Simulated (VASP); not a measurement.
## Ir: relaxation of the atoms with PBE+D3(BJ)

The system is Ir, a sheet with vacuum.

```xyz
1
Lattice="2.4518 0.0000 0.0000 0.0000 2.4518 0.0000 0.0000 0.0000 23.8000" Properties=species:S:1:pos:R:3 pbc="T T T"
Ir    0.0000    0.0000    7.0001
```

The cell was built by a generator and needn't be a form met in nature.

```yaml
Program: VASP 6.6.1
Task: relaxation of the atoms
Functional: PBE
Dispersion: D3(BJ)
Potentials_or_basis: VASP PAW PBE potentials, release 64 (Ir)
Cutoff: 520 eV
k_mesh: 11 × 11 × 1
Occupations: fermi-dirac, width 0.05 eV
Spin: no spin polarisation
Dipole_correction: yes
Atoms_held_fixed_from_0: "[0]"
Further_INCAR_settings: ALGO = Normal; EDIFF = 1e-06; IBRION = 2; EDIFFG = -0.02; NSW = 40
```

| Item | Value |
| --- | --- |
| Band gap on the k mesh | none (metal or under the smearing width) |
| Dispersion energy per atom | -0.211 eV |

Final structure:
```yaml
crystal:
  lattice:
    - [2.45184, 0.00000, 0.00000]
    - [0.00000, 2.45184, 0.00000]
    - [0.00000, 0.00000, 23.80000]
  atoms:
    - { symbol: Ir, position: [0.00000, 0.00000, 0.29412] }
```

Levels at points of the mesh, in eV from the Fermi level:
| k point | band 1 | band 2 | band 3 | band 4 | band 5 | band 6 | band 7 | band 8 |
| --- | --- | --- | --- | --- | --- | --- | --- | --- |
| (0.00, 0.00, 0.00) | -7.79 | -6.38 | -2.53 | 0.72 | 0.72 | 1.22 | 2.13 | 5.72 |

Run time: 22 s on 1 thread of Intel(R) Xeon(R) Platinum 8488C (Sapphire Rapids), with other jobs on the host, peak memory 0.23 GiB.

Caveat: the relaxation stopped at its first step, so nothing moved. The run has no spin-orbit coupling, so splittings on Ir are missing.
